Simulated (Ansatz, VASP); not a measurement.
**TePb: 3 runs at one level of theory**

The starting cell:

```
Pb Te
1.0
     0.00000    3.23100    3.23100
     3.23100    0.00000    3.23100
     3.23100    3.23100    0.00000
Pb Te
1 1
Direct
  0.00000 0.00000 0.00000
  0.50000 0.50000 0.50000
```

Alike in all runs: task relaxation of cell and atoms; functional PBEsol; dispersion D3(BJ); k mesh 7 × 7 × 7; occupations fermi-dirac, width 0.05 eV; no spin polarisation; no spin-orbit coupling.

```
                        program and potentials  plane-wave cutoff (eV)                                                                                          notes  equilibrium volume (Å³/atom)
                            Ansatz, Ansatz PAW                     420  potentials made for PBE, which Ansatz adapts in part; 15 valence electrons an atom on average                         31.99
          VASP, PBE PAW files Pb_d, Te, 600 eV                     600                               potentials made for PBE; 10 valence electrons an atom on average                         32.00
Ansatz, all-electron LAPW, scalar-relativistic                       -                                                                                              -                         32.00
```

The equilibrium volume spans 31.99 (Ansatz, Ansatz PAW) to 32.00 Å³/atom (VASP, PBE PAW files Pb_d, Te, 600 eV), with all-electron results at 32.00. Relaxations stop with a little pressure left, so the last digit of a volume isn't settled.

Differences between rows come from potentials, basis sets and numerical settings, since the functional is the same but for its coding. Runs on potential files found faulty are left out.
